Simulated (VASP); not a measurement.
# SnSe (Pm-3m) in VASP: a series of runs

One crystal, SnSe, is run at these levels: PBE; tasks: relaxation of cell and atoms.

All numbers are computed with VASP 6.6.1; they aren't measurements. Logs are shortened: lines on timing, memory, paths and dates and some standing lists are left out, and cuts for length are marked.

## Step 1: Starting point

The structure is cubic, space group Pm-3m (No. 221). The conventional cell has a = 3.182 Å, b = 3.182 Å, c = 3.182 Å, α = 90.00°, β = 90.00°, γ = 90.00°. Sn (site symmetry m-3m) is surrounded by 8 Se at 2.76 Å. Around Se (site symmetry m-3m) lie 8 Sn at 2.76 Å.

Measurements of this composition are mostly on another form, of space group No. 62.

## Step 2: Relaxation of cell and atoms, PBE

Input file INCAR:

```
SYSTEM = SnSe
  ALGO = Normal
  EDIFF = 1E-6
  EDIFFG = -0.01
  ENCUT = 600
  GGA = PE
  IBRION = 2
  ISIF = 3
  ISMEAR = 0
  LASPH = .True.
  LCHARG = .False.
  LREAL = .False.
  LWAVE = .False.
  NELM = 80
  NSW = 90
  PREC = Accurate
  SIGMA = 0.03
```

Input file KPOINTS:

```
k-points
0
Gamma
  8 8 8
  0 0 0
```

Input file POSCAR:

```
SnSe
1.0
    3.1821000000      0.0000000000      0.0000000000
    0.0000000000      3.1821000000      0.0000000000
    0.0000000000      0.0000000000      3.1821000000
Sn Se
1 1
Direct
    0.5000000000      0.5000000000      0.5000000000
    0.0000000000      0.0000000000      0.0000000000
```

Potentials or basis: VASP PAW PBE potentials, release 64 (Sn_d, Se).

Launch:

```sh
$ cat potpaw_PBE.64/Sn_d/POTCAR potpaw_PBE.64/Se/POTCAR > POTCAR
$ mpirun -np 1 vasp_std > vasp.out
```

OUTCAR:

```text
SYSTEM = SnSe
   EDIFF = 1E-6
   EDIFFG = -0.01
   ENCUT = 600
   GGA = PE
   IBRION = 2
   ISIF = 3
   ISMEAR = 0
   LASPH = .True.
   LREAL = .False.
   NELM = 80
   NSW = 90
   PREC = Accurate

 ion  position               nearest neighbor table
   1  0.500  0.500  0.500-   2 2.76   2 2.76   2 2.76   2 2.76   2 2.76   2 2.76   2 2.76   2 2.76

   2  0.000  0.000  0.000-   1 2.76   1 2.76   1 2.76   1 2.76   1 2.76   1 2.76   1 2.76   1 2.76

  LATTYP: Found a simple cubic cell.
 ALAT       =     3.1821000000

  Lattice vectors:

 A1 = (   3.1821000000,   0.0000000000,   0.0000000000)
 A2 = (   0.0000000000,   3.1821000000,   0.0000000000)
 A3 = (   0.0000000000,   0.0000000000,   3.1821000000)

Analysis of symmetry for initial positions (statically):
=====================================================================
 Subroutine PRICEL returns:
 Original cell was already a primitive cell.

 Routine SETGRP: Setting up the symmetry group for a
 simple cubic supercell.

 Subroutine GETGRP returns: Found 48 space group operations
 (whereof 48 operations were pure point group operations)
 out of a pool of 48 trial point group operations.

The static configuration has the point symmetry O_h .

Analysis of symmetry for dynamics (positions and initial velocities):
=====================================================================
 Subroutine PRICEL returns:
 Original cell was already a primitive cell.

 Routine SETGRP: Setting up the symmetry group for a
 simple cubic supercell.

 Subroutine GETGRP returns: Found 48 space group operations
 (whereof 48 operations were pure point group operations)
 out of a pool of 48 trial point group operations.

The dynamic configuration has the point symmetry O_h .

 Subroutine INISYM returns: Found 48 space group operations
 (whereof 48 operations are pure point group operations),
 and found     1 'primitive' translations

----------------------------------------------------------------------------------------

                                     Primitive cell

  volume of cell :      32.2212

  direct lattice vectors                    reciprocal lattice vectors
     3.182100000  0.000000000  0.000000000     0.314257880  0.000000000  0.000000000
     0.000000000  3.182100000  0.000000000     0.000000000  0.314257880  0.000000000
     0.000000000  0.000000000  3.182100000     0.000000000  0.000000000  0.314257880

  length of vectors
     3.182100000  3.182100000  3.182100000     0.314257880  0.314257880  0.314257880

  position of ions in fractional coordinates (direct lattice)
     0.500000000  0.500000000  0.500000000
     0.000000000  0.000000000  0.000000000

  ion indices of the primitive-cell ions
   primitive index   ion index
                 1           1
                 2           2

----------------------------------------------------------------------------------------

 KPOINTS: k-points

Automatic generation of k-mesh.
 Grid dimensions read from file:
 generate k-points for:    8    8    8

 Generating k-lattice:

  Cartesian coordinates                     Fractional coordinates (reciprocal lattice)
     0.039282235  0.000000000  0.000000000     0.125000000  0.000000000  0.000000000
     0.000000000  0.039282235  0.000000000     0.000000000  0.125000000  0.000000000
     0.000000000  0.000000000  0.039282235     0.000000000  0.000000000  0.125000000

  Length of vectors
     0.039282235  0.039282235  0.039282235

  Shift w.r.t. Gamma in fractional coordinates (k-lattice)
     0.000000000  0.000000000  0.000000000

 Subroutine IBZKPT returns following result:
 ===========================================

 Found     35 irreducible k-points:

 Following reciprocal coordinates:
            Coordinates               Weight
  0.000000  0.000000  0.000000      1.000000
  0.125000  0.000000  0.000000      6.000000
  0.250000  0.000000  0.000000      6.000000
  0.375000  0.000000  0.000000      6.000000
  0.500000  0.000000  0.000000      3.000000
  0.125000  0.125000  0.000000     12.000000
[... 16 lines left out ...]
  0.375000  0.375000  0.125000     24.000000
  0.500000  0.375000  0.125000     24.000000
 [... further k-points ...]
   k-points           NKPTS =     35   k-points in BZ     NKDIM =     35   number of bands    NBANDS=     14
   number of dos      NEDOS =    301   number of ions     NIONS =      2
   total plane-waves  NPLWV =  21952
   dimension x,y,z NGX =    28 NGY =   28 NGZ =   28
   dimension x,y,z NGXF=    56 NGYF=   56 NGZF=   56
   ions per type =               1   1
   NGX,Y,Z   is equivalent  to a cutoff of  14.63, 14.63, 14.63 a.u.
   NGXF,Y,Z  is equivalent  to a cutoff of  29.26, 29.26, 29.26 a.u.
 SYSTEM =  SnSe
   PREC   = accura    normal or accurate (medium, high low for compatibility)
   ISTART =      0    job   : 0-new  1-cont  2-samecut
   ICHARG =      2    charge: 1-file 2-atom 10-const
   ISPIN  =      1    spin polarized calculation?
   LNONCOLLINEAR =      F non collinear calculations
   LSORBIT =      F    spin-orbit coupling
   LASPH  =      T    aspherical Exc in radial PAW
   ENCUT  =  600.0 eV  44.10 Ry    6.64 a.u.   6.36  6.36  6.36*2*pi/ulx,y,z
   NELM   =     80;   NELMIN=  2; NELMDL= -5     # of ELM steps
   EDIFF  = 0.1E-05   stopping-criterion for ELM
   LREAL  =      F    real-space projection
   EDIFFG = -.1E-01   stopping-criterion for IOM
   NSW    =     90    number of steps for IOM
   IBRION =      2    ionic relax: 0-MD 1-quasi-New 2-CG
   NFREE  =      1    steps in history (QN), initial steepest desc. (CG)
   ISIF   =      3    stress and relaxation
   ISYM   =      2    0-nonsym 1-usesym 2-fastsym
   POTIM  = 0.5000    time-step for ionic-motion
   TEBEG  =    0.0;   TEEND  =   0.0 temperature during run
   PSTRESS=    0.0 pullay stress
   NELECT =      20.0000    total number of electrons
   NUPDOWN=      -1.0000    fix difference up-down
   EMIN   =  10.00;   EMAX   =-10.00  energy-range for DOS
   EFERMI =   0.00;   METHOD = LEGACY
   ISMEAR =     0;   SIGMA  =   0.03  broadening in eV -4-tet -1-fermi 0-gaus
   EFERMI_NEDOS =   21; number of points for ismear=-14 and -15
   IALGO  =     38    algorithm
   IMIX   =      4    mixing-type and parameters
     AMIX     =   0.40;   BMIX     =  1.00
     AMIX_MAG =   1.60;   BMIX_MAG =  1.00
  volume/ion in A,a.u.               =      16.11       108.72
  Fermi-wavevector in a.u.,A,eV,Ry     =   1.396489  2.638982 26.533849  1.950183
  Thomas-Fermi vector in A             =   2.519839
   LORBIT       =      0    0 simple, 1 ext, 2 COOP (PROOUT), +10 PAW based schemes
   GGA     = PE    functional components
   LHFCALC =     F    Hartree Fock is set to
   AEXX    =    0.0000 exact exchange contribution
   IVDW    =     0    specifies the selected vdW correction
   LEPSILON=     F    determine dielectric tensor
   LRPA    =     F    only Hartree local field effects (RPA)
 conjugate gradient relaxation of ions
 non-spin polarized calculation
 Gauss-broadening in eV      SIGMA  =   0.03
  energy-cutoff  :      600.00
  volume of cell :       32.22
 maximum number of plane-waves:      1108
 NGX is ok and might be reduce to    28
   NGX = 13   NGY = 13   NGZ = 13

--------------------------------------- Ionic step        1  -------------------------------------------

 number of electron      20.0000008 magnetization

 Free energy of the ion-electron system (eV)
  ---------------------------------------------------
  ext. energy  EPLUGINS =         0.00000000
  ---------------------------------------------------
  free energy    TOTEN  =        -5.59214080 eV

  energy without entropy =       -5.59180203  energy(sigma->0) =       -5.59197142

 E-fermi :  12.8014     XC(G=0): -12.3555

 val. band max:       12.7700641805   @ k =   0.3750   0.3750   0.2500
 cond. band min:      12.8736390446   @ k =   0.3750   0.2500   0.2500
 fundamental gap:      0.1035748641
 Fermi energy:        12.8013563118

 k-point     1 :       0.0000    0.0000    0.0000
  band No.  band energies     occupation
      1      -9.5937      2.00000
      2      -9.5937      2.00000
      3      -9.3028      2.00000
      4      -9.3028      2.00000
      5      -9.3028      2.00000
      6      -5.2785      2.00000
      7       8.3659      2.00000
      8       9.0917      2.00000
      9       9.0917      2.00000
     10       9.0917      2.00000
     11      15.7063      0.00000
     12      15.7063      0.00000
     13      22.3377      0.00000
     14      22.3377      0.00000

 k-point     2 :       0.1250    0.0000    0.0000
  band No.  band energies     occupation
      1      -9.5908      2.00000
      2      -9.5587      2.00000
      3      -9.3184      2.00000
      4      -9.3184      2.00000
      5      -9.3015      2.00000
      6      -5.0703      2.00000
      7       6.3537      2.00000
      8       9.3246      2.00000
      9       9.3246      2.00000
     10      10.3098      2.00000
     11      15.8614      0.00000
     12      16.9344      0.00000
     13      21.1332      0.00000
     14      21.1435      0.00000
[... 912 lines left out ...]
 VOLUME and BASIS-vectors are now :
 -----------------------------------------------------------------------------
  energy-cutoff  :      600.00
  volume of cell :       50.48
      direct lattice vectors                 reciprocal lattice vectors
     3.695845945  0.000000000  0.000000000     0.270574048 -0.000000000 -0.000000000
     0.000000000  3.695845945  0.000000000    -0.000000000  0.270574048  0.000000000
     0.000000000 -0.000000000  3.695845945     0.000000000 -0.000000000  0.270574048

 POSITION                                       TOTAL-FORCE (eV/Angst)
 -----------------------------------------------------------------------------------
      1.84792      1.84792      1.84792         0.000000     -0.000000      0.000000
      0.00000      0.00000      0.00000        -0.000000      0.000000      0.000000
 -----------------------------------------------------------------------------------
    total drift:                                0.000000      0.000000      0.000000

  FREE ENERGIE OF THE ION-ELECTRON SYSTEM (eV)
  ---------------------------------------------------
  free  energy   TOTEN  =        -7.7073445341 eV

  energy  without entropy=       -7.7065518506  energy(sigma->0) =       -7.70694819

--------------------------------------- Ionic step        5  -------------------------------------------

 number of electron      19.9999995 magnetization

 Free energy of the ion-electron system (eV)
  ---------------------------------------------------
  ext. energy  EPLUGINS =         0.00000000
  ---------------------------------------------------
  free energy    TOTEN  =        -7.70785827 eV

  energy without entropy =       -7.70707696  energy(sigma->0) =       -7.70746762

 E-fermi :   6.0812     XC(G=0): -10.1514

 val. band max:        6.0740038828   @ k =   0.3750   0.1250   0.0000
 cond. band min:       6.2767121425   @ k =   0.3750   0.3750   0.3750
 fundamental gap:      0.2027082597
 Fermi energy:         6.0812433837

 k-point     1 :       0.0000    0.0000    0.0000
  band No.  band energies     occupation
      1     -15.4584      2.00000
      2     -15.4584      2.00000
      3     -15.3851      2.00000
      4     -15.3851      2.00000
      5     -15.3851      2.00000
      6      -7.4757      2.00000
      7       0.3861      2.00000
      8       4.3138      2.00000
      9       4.3138      2.00000
     10       4.3138      2.00000
     11      10.5652      0.00000
     12      12.1438      0.00000
     13      12.1438      0.00000
     14      12.1438      0.00000

 k-point     2 :       0.1250    0.0000    0.0000
  band No.  band energies     occupation
      1     -15.4580      2.00000
      2     -15.4499      2.00000
      3     -15.3879      2.00000
      4     -15.3879      2.00000
      5     -15.3849      2.00000
      6      -7.3644      2.00000
      7       0.0206      2.00000
      8       4.3143      2.00000
      9       4.4490      2.00000
     10       4.4490      2.00000
     11      10.6035      0.00000
     12      10.7158      0.00000
     13      11.7277      0.00000
     14      11.7277      0.00000
[... 387 lines left out ...]
 VOLUME and BASIS-vectors are now :
 -----------------------------------------------------------------------------
  energy-cutoff  :      600.00
  volume of cell :       50.06
      direct lattice vectors                 reciprocal lattice vectors
     3.685571022  0.000000000  0.000000000     0.271328376 -0.000000000 -0.000000000
     0.000000000  3.685571022  0.000000000    -0.000000000  0.271328376  0.000000000
     0.000000000 -0.000000000  3.685571022     0.000000000 -0.000000000  0.271328376

 POSITION                                       TOTAL-FORCE (eV/Angst)
 -----------------------------------------------------------------------------------
      1.84279      1.84279      1.84279         0.000000     -0.000000      0.000000
      0.00000      0.00000      0.00000        -0.000000      0.000000      0.000000
 -----------------------------------------------------------------------------------
    total drift:                                0.000000      0.000000      0.000000

  FREE ENERGIE OF THE ION-ELECTRON SYSTEM (eV)
  ---------------------------------------------------
  free  energy   TOTEN  =        -7.7078582695 eV

  energy  without entropy=       -7.7070769642  energy(sigma->0) =       -7.70746762

 reached required accuracy - stopping structural energy minimisation
```

It took 31 s on 1 thread of Intel Xeon 6975P-C (Granite Rapids), shared host; peak memory 0.17 GiB.

What came out:

```yaml
Free_energy: -7.7079 eV
Relaxed_volume: 25.03 Å³/atom
Relaxed_cell: a = 3.686 Å, b = 3.686 Å, c = 3.686 Å, α = 90.00°, β = 90.00°, γ = 90.00°
Space_group_after_relaxing_to_0.05_Å: Pm-3m (No. 221)
Energy_gained_by_relaxing: 1057.9 meV/atom
Ionic_steps: 5
Pressure_after_relaxing: 0.0 GPa
Band_gap_on_the_k_mesh: none (metal or under the smearing width)
```

Step by step:
```
step  energy change (eV)  largest force (eV/Å)  pressure (GPa)  volume (Å³)
   1              0.0000                0.0000           58.14        32.22
   2             -1.5232                0.0000           -8.13        67.90
   3             -2.1142                0.0000            0.74        49.44
   4             -2.1152                0.0000           -0.41        50.48
   5             -2.1157                0.0000            0.01        50.06
```

Final structure:
```yaml
crystal:
  lattice:
    - [3.68557, 0.00000, 0.00000]
    - [0.00000, 3.68557, 0.00000]
    - [0.00000, 0.00000, 3.68557]
  atoms:
    - { symbol: Sn, position: [0.50000, 0.50000, 0.50000] }
    - { symbol: Se, position: [0.00000, 0.00000, 0.00000] }
```

Caveat: the volume moved by over 15 % at a fixed basis, so the end points are rough.

## Step 3: Relaxation of cell and atoms, PBE

This run uses another cell than the first one, of 25.03 Å³/atom, 1.554 times its volume.

Changes to INCAR since step 2:

```diff
@@ -2,4 +2,4 @@
   ALGO = Normal
-  EDIFF = 1E-6
-  EDIFFG = -0.01
+  EDIFF = 1E-7
+  EDIFFG = -0.005
   ENCUT = 600
```

KPOINTS is that of step 2.

Input file POSCAR:

```
SnSe                                    
1.0
    3.6855710219      0.0000000000      0.0000000000
    0.0000000000      3.6855710219      0.0000000000
    0.0000000000     -0.0000000000      3.6855710219
  Sn              Se            
     1     1
Direct
     0.5000000000000000    0.5000000000000000    0.5000000000000000
     0.0000000000000000    0.0000000000000000    0.0000000000000000
```

Potentials or basis: VASP PAW PBE potentials, release 64 (Sn_d, Se).

Launch:

```sh
$ cat potpaw_PBE.64/Sn_d/POTCAR potpaw_PBE.64/Se/POTCAR > POTCAR
$ mpirun -np 1 vasp_std > vasp.out
```

Run time: 12 s. Hardware: 1 thread of Intel Xeon 6975P-C (Granite Rapids), shared host; peak memory 0.18 GiB.

It converged, with:

```
Free energy             : -7.7115 eV
Pressure after relaxing : 0.0 GPa
Band gap on the k mesh  : none (metal or under the smearing width)
```

Final structure:
```cif
data_structure
_symmetry_space_group_name_H-M 'P 1'
_symmetry_Int_Tables_number 1
_cell_length_a 3.6856
_cell_length_b 3.6856
_cell_length_c 3.6856
_cell_angle_alpha 90.000
_cell_angle_beta 90.000
_cell_angle_gamma 90.000
_cell_volume 50.06
loop_
_atom_site_label
_atom_site_type_symbol
_atom_site_fract_x
_atom_site_fract_y
_atom_site_fract_z
_atom_site_occupancy
Sn1 Sn 0.50000 0.50000 0.50000 1
Se1 Se 0.00000 0.00000 0.00000 1
```

Levels at points of the mesh, in eV from the Fermi level:
| k point | band 8 | band 9 | band 10 | band 11 | band 12 | band 13 |
| --- | --- | --- | --- | --- | --- | --- |
| (0.00, 0.00, 0.00) | -1.77 | -1.77 | -1.77 | 4.48 | 4.48 | 6.06 |
| (0.50, 0.00, 0.00) | -0.51 | -0.51 | -0.03 | 0.46 | 3.16 | 3.16 |
| (0.50, 0.50, 0.00) | -4.86 | -4.86 | -0.09 | 4.14 | 4.14 | 4.77 |
| (0.50, 0.50, 0.50) | -2.88 | -2.88 | -2.88 | -0.98 | -0.98 | -0.98 |

Caveat: the relaxation stopped at its first step, so nothing moved.
